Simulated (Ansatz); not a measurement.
# Pt (Im-3m) in Ansatz: notebook

Aim: see how the results for Pt move with the level of theory and the settings. Levels: LDA, PBE. Tasks: single point.

Program: Ansatz 0.2.0. These are calculated values, not measurements. Logs are shortened: lines on timing, memory, paths and dates and some standing lists are left out, and cuts for length are marked.

## 1. The crystal as given

The structure is cubic, space group Im-3m (No. 229). Conventional cell: a = 3.168 Å, b = 3.168 Å, c = 3.168 Å, α = 90.00°, β = 90.00°, γ = 90.00°. Around Pt (site symmetry m-3m) lie 8 Pt at 2.74 Å.

This isn't the form of Pt at room conditions, which is fcc.

## 2. Single point, LDA

input.yaml

```yaml
crystal:
  lattice:
    - [-1.58422, 1.58422, 1.58422]
    - [1.58422, -1.58422, 1.58422]
    - [1.58422, 1.58422, -1.58422]
  atoms:
    - { symbol: Pt, position: [0.0, 0.0, 0.0] }
kpoints:
  mp_grid: { grid: [12, 12, 12] }
scf:
  occupations: { method: gaussian, width: 0.05 }
hamiltonian:
  xc: lda
  pseudopotentials: { kind: all_electron, lapw: { basis_error: 0.001 } }
output:
  forces: true
  stress: true
  eigenvalues: true
```

Potentials or basis: all-electron LAPW, scalar-relativistic.

Command:

```sh
$ ansatz run input.yaml --threads 1 --pin off --max-ram 3072MiB --backend cpu --events-out ev --progress --plain --runs-dir out
```

What it wrote:

```text
Warning: RAYON_NUM_THREADS=1 ignored (pool sized by the plan → 1); use --threads N
LAPW: plane waves up to 8.525 Å⁻¹, error target 1.0e-3 eV per atom; small_component_spin mean_spin; Pt in spheres of 1.372 Å, 42 of its electrons in bands, Dirac shells [] (how accurate: hamiltonian.pseudopotentials.lapw.basis_error, Limitations)
Engine: ansatz 0.2.0, aarch64-unknown-linux-gnu
Pseudopotentials: kind: all_electron
Pseudopotential: Pt, LAPW, valence charge 42, lapw/all_electron/scalar/gaussian/Pt, Koelling and Harmon's equation, gaussian nucleus
Functional definition: SPW92
  exchange = slater_x
  correlation = pw_c
Crystal: 1 atoms, lattice volume = 15.904 Å³
Basis set: ecut = 276.9209173066145 eV, 177 PW (Γ), exchange–correlation at level 2
Bands: 26, of which v1, the nominal top of the filled ones, is band 21 counted from 1 (20 counted from 0)
Symmetry: 48 space group operations
Space group: Im-3m (ITA 229), of the structure as read, at distance tolerance 2.5e-5 Å
k-points: 72 of 1728
Non-local potential: Pt, projectors of the file, none
Initial density: superposition of atomic densities (chi_scale 0.1, normalization cell)
Initial wavefunctions: plane waves of lowest kinetic energy (no species holds an atomic orbital)
Functional: x = slater, c = lda
iter 1 solved again at ethr=2.74e-4 eV; its pass at ethr=1.00e-1 eV (dr2=1.15e-1 eV) is discarded
SCF iter   1: F=—  HF=-500679.724942 eV  |F-HF|=—  |Δ(HF+E_count)|=         —  Δρ=3.37e-2  dr2=1.15e-1  ethr=2.74e-4  ⟨swp⟩=3.0  Hψ=11808  notcnv=0
preconditioner: auto → none  [insulator: Δε(μ)=0.063 eV  Ē_g=15.338 eV  σ=0.050 eV  W_gap=0.61  n_scr=12 (ndim 8)  ℏωp=29.4 eV  f_vac=0.000  D(μ)=0.46/eV (n_scr^D=0)  ε∞_Penn≈4.7]
iter 2 solved again at ethr=2.67e-7 eV; its pass at ethr=2.74e-4 eV (dr2=1.12e-4 eV) is discarded
SCF iter   2: F=—  HF=-500679.365116 eV  |F-HF|=—  |Δ(HF+E_count)|=   3.60e-1  Δρ=1.60e-3  dr2=1.13e-4  ethr=2.67e-7  ⟨swp⟩=2.9  Hψ=9885  notcnv=0
SCF iter   3: F=—  HF=-500679.329622 eV  |F-HF|=—  |Δ(HF+E_count)|=         —  Δρ=3.32e-3  dr2=9.56e-4  ethr=2.67e-7  ⟨swp⟩=3.0  Hψ=5963  notcnv=0
the basis was enlarged: its passes take 1009.2 KiB over the memory plan, 1 of 1 planned eigensolver slots
SCF iter   4: F=—  HF=-500679.327287 eV  |F-HF|=—  |Δ(HF+E_count)|=   2.33e-3  Δρ=9.88e-4  dr2=7.26e-5  ethr=2.67e-7  ⟨swp⟩=3.0  Hψ=5714  notcnv=0
SCF iter   5: F=—  HF=-500679.327088 eV  |F-HF|=—  |Δ(HF+E_count)|=   1.99e-4  Δρ=1.36e-4  dr2=9.19e-7  ethr=1.73e-7  ⟨swp⟩=2.2  Hψ=5419  notcnv=0
SCF iter   6: F=-500679.327088 eV  HF=-500679.327088 eV  |F-HF|=6.98e-10  |Δ(HF+E_count)|=   2.48e-7  Δρ=9.82e-6  dr2=5.34e-9  ethr=2.19e-9  ⟨swp⟩=2.8  Hψ=5491  notcnv=0
SCF 1 converged in 6 iterations: F = -500679.327088 eV  dr2 = 5.34e-9
SCF converged after 6 iterations
Free energy (F): -500679.327088 eV
Harris-Foulkes:  -500679.327088 eV  (|F-HF|=6.98e-10)
Internal energy: -500679.326531 eV  (E = F + TS)
E sigma→0 (E₀):  -500679.326810 eV
Entropy (-TS):   -0.000557 eV (-0.557 meV/atom)
Fermi energy:    26.335708 eV
--- Per-component energies (eV) ---
  E_band       = -3390.274855
  E_kinetic    = 568411.823435
  E_xc         = -9413.060290
  E_electrostatic = -1059678.089676  (all electrons and nuclei)
  E_smearing   = -0.000557  (= −TS)
  E_closure    = 0.000000  (closes the sum)
  E_atoms      = -500671.935187  (free atoms, spherical and without spin; not in F)
  Σ components = -500679.327088   (vs F -500679.327088, Δ=0.00e0)
  Basis errors (estimates in eV, not in F): energy 2.6e-4 per atom: plane waves 2.3e-4 (1.2e-4 summed), levels above the bands 0.0e0, relativity 1.3e-8, radial functions 3.8e-5, core shells 1.5e-7; eigenvalues (radial functions only) 7.2e-6; not estimated: angular momenta, meshes, grids; target (lapw.basis_error) 1.0e-3; muffin-tin radii Pt 1.372 Å
--- Forces (eV/Å), atoms counted from 1 ---
  atom   1  Pt    -0.00000000     0.00000000    -0.00000000
  max |Σ_I F_I| component: 5.14e-32 eV/Å
--- Stress (GPa, compression-positive) ---
      -16.225010       0.000000       0.000000
        0.000000     -16.225010      -0.000000
        0.000000      -0.000000     -16.225010
  P = ⅓ Tr σ = -16.2250 GPa (-162.250 kbar)
--- Band table (eV; the first three rows and the last of 72) ---
  k-point 0: bands = ["-276.1073", "-276.1073", "-276.1073", "-276.0436", "-276.0436", "-71.7326", "-40.3450", "-40.3036", "-40.3036", "-40.3036", "-40.2647", "-40.2647", "-40.2647", "-25.6505", "-25.6505", "-25.6505", "16.9273", "22.9627", "22.9627", "22.9627", "25.4774", "25.4774", "43.4926", "43.4926", "43.4926", "53.4010"]
  k-point 1: bands = ["-276.1073", "-276.1073", "-276.1073", "-276.0436", "-276.0436", "-71.7307", "-40.3452", "-40.3035", "-40.3035", "-40.3035", "-40.2649", "-40.2648", "-40.2648", "-25.6780", "-25.6602", "-25.6503", "17.2078", "22.8545", "22.9620", "23.1870", "25.3414", "25.4851", "43.6081", "43.6872", "43.8998", "50.6038"]
  k-point 2: bands = ["-276.1073", "-276.1073", "-276.1073", "-276.0436", "-276.0436", "-71.7255", "-40.3458", "-40.3034", "-40.3032", "-40.3031", "-40.2652", "-40.2649", "-40.2648", "-25.7524", "-25.6864", "-25.6498", "17.9912", "22.5708", "22.9381", "23.8365", "25.1027", "25.5153", "43.3486", "43.5027", "45.0570", "48.7958"]
  k-point 71: bands = ["-276.1073", "-276.1073", "-276.1073", "-276.0436", "-276.0436", "-71.6813", "-40.3511", "-40.3010", "-40.3010", "-40.3010", "-40.2664", "-40.2664", "-40.2664", "-25.9506", "-25.9506", "-25.9506", "20.4237", "20.4237", "26.9572", "26.9572", "26.9572", "34.0258", "34.0258", "34.0258", "38.9578", "45.3956"]
```

Wall time 9.7 s (1 thread of Arm Neoverse V1, shared host); peak memory 0.28 GiB.

Results:

```yaml
Free_energy: -500679.3271 eV
Pressure: -16.2 GPa
Band_gap_on_the_k_mesh: none (metal or under the smearing width)
```

Caveat: so large a pressure means that the cell lies far from this level's equilibrium, or that cutoff or potentials fall short. Spin-orbit coupling is left out, which matters for the levels of Pt.

## 3. Single point, PBE

Edit input.yaml of step 2 so:

```diff
@@ -10,5 +10,5 @@
 scf:
-  occupations: { method: gaussian, width: 0.05 }
+  occupations: { method: gaussian, width: 0.02 }
 hamiltonian:
-  xc: lda
+  xc: pbe
   pseudopotentials: { kind: all_electron, lapw: { basis_error: 0.001 } }
```

Potentials or basis: all-electron LAPW, scalar-relativistic.

Command:

```sh
$ ansatz run input.yaml --threads 1 --pin off --max-ram 3072MiB --backend cpu --events-out ev --progress --plain --runs-dir out
```

It took 9.9 s on 1 thread of Arm Neoverse V1, shared host; peak memory 0.28 GiB.

It converged, with:

```yaml
Free_energy: -500957.2412 eV
Pressure: -1.4 GPa
Band_gap_on_the_k_mesh: none (metal or under the smearing width)
```

Levels at points of the mesh, in eV from the Fermi level:
```tsv
k point	band 17	band 18	band 19	band 20	band 21	band 22	band 23	band 24	band 25	band 26
(0.00, 0.00, 0.00)	-9.33	-3.34	-3.34	-3.34	-0.87	-0.87	17.17	17.17	17.17	27.03
(0.00, 0.00, -0.50)	-6.40	-4.74	-1.05	-0.56	0.39	1.16	6.37	13.36	15.92	24.00
(-0.50, -0.50, -0.50)	-5.91	-5.91	0.64	0.64	0.64	7.77	7.77	7.77	12.82	18.97
```
